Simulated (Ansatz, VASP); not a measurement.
# Sr: VASP beside Ansatz

```
CELL_PARAMETERS angstrom
-2.42500 2.42500 2.42500
2.42500 -2.42500 2.42500
2.42500 2.42500 -2.42500
ATOMIC_POSITIONS crystal
Sr 0.00000 0.00000 0.00000
```

This isn't the form of Sr at room conditions, which is fcc.

Alike in both runs: task single point; functional PBE; k mesh 14 × 14 × 14; occupations gaussian, width 0.15 eV; no spin polarisation.

|  | VASP | Ansatz |
| --- | --- | --- |
| version | VASP 6.6.1 | Ansatz 0.2.0 |
| potentials or method | VASP PAW PBE potentials, release 64 (Sr_sv) | scalar-relativistic, plane waves, PAW |
| plane-wave cutoff (eV) | 520 | 420 |
| valence electrons in the cell | 10 | 10 |

|  | VASP | Ansatz | Ansatz less VASP |
| --- | --- | --- | --- |
| gap on the k mesh at the Fermi level (eV) | none | none | - |
| pressure (GPa) | -0.6 | -0.6 | -0.01 |

A gap of «none» marks a metal or a gap that the smearing closes.
